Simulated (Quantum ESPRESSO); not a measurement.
## ZrC under changes of volume

One of the cells (13.174 Å³/atom); the others are scaled copies at fixed shape and fractional positions:

```xyz
4
Lattice="3.3915 0.0000 0.0000 -1.6957 2.9371 0.0000 0.0000 0.0000 5.2901" Properties=species:S:1:pos:R:3 pbc="T T T"
Zr    1.6957    0.9790    3.9675
Zr    0.0000    1.9581    1.3225
C     0.0000    0.0000    2.6450
C     0.0000    0.0000    0.0000
```

The cell comes from a database or a generator and needn't be the stable form of this composition.

- Program: Quantum ESPRESSO 7.5
- Functional: PBEsol
- Potentials or basis: GBRV 1.5 PBEsol
- Cutoff: 612 eV
- Density cutoff: 4898 eV
- k mesh: 9 × 9 × 5
- Occupations: fermi-dirac, width 0.05 eV
- Spin: no spin polarisation

| volume (Å³/atom) | energy over the lowest point (meV/atom) | pressure (GPa) |
| --- | --- | --- |
| 12.383 | 5.96 | 6.2 |
| 12.647 | 0.00 | 1.0 |
| 12.910 | 2.19 | -3.7 |
| 13.174 | 11.69 | -7.9 |
| 13.437 | 27.81 | -11.7 |
| 13.701 | ? | ? |
| 13.964 | 77.22 | -18.2 |

Question: What does the run at 13.701 Å³/atom give?

Answer: Energy over the lowest point 49.84 meV/atom; pressure -15.2 GPa.

Worked out: A Birch-Murnaghan fit of order 3 (a polynomial in V^(-2/3)) to the other rows has its minimum at 12.70 Å³/atom with B0 = V·E''(V) = 233 GPa and B' = 4.1 at fixed shape and positions, which overstates the stiffness. It gives 49.88 meV/atom at 13.701 Å³/atom, against the run's 49.84, and -dE/dV = -15.1 GPa, against -15.2.

Energies are extrapolated to zero smearing.
